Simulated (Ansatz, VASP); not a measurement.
## Mg in VASP and in Ansatz

```
CELL_PARAMETERS angstrom
3.20913 0.00000 0.00000
-1.60457 2.77919 0.00000
0.00000 0.00000 5.14411
ATOMIC_POSITIONS crystal
Mg 0.00000 0.00000 0.00000
Mg 0.33333 0.66667 0.50000
```

Alike in both runs: functional PBE; k mesh 18 × 18 × 8; occupations gaussian, width 0.1 eV; no spin polarisation.

Ansatz relaxed the structure, and its values are those at the end. VASP's run is a single point on that final structure, the one shown.

|  | VASP | Ansatz |
| --- | --- | --- |
| version | VASP 6.6.1 | Ansatz 0.2.0 |
| potentials or method | VASP PAW PBE potentials, release 64 (Mg) | scalar-relativistic, plane waves, PAW |
| plane-wave cutoff (eV) | 520 | 420 |
| valence electrons in the cell | 4 | 20 |

```csv
,VASP,Ansatz,Ansatz less VASP
gap on the k mesh at the Fermi level (eV),none,none,-
pressure (GPa),-0.1,0.0,+0.13
```

A gap of «none» marks a metal or a gap that the smearing closes. The two sets of potentials don't hold the same shells in valence.
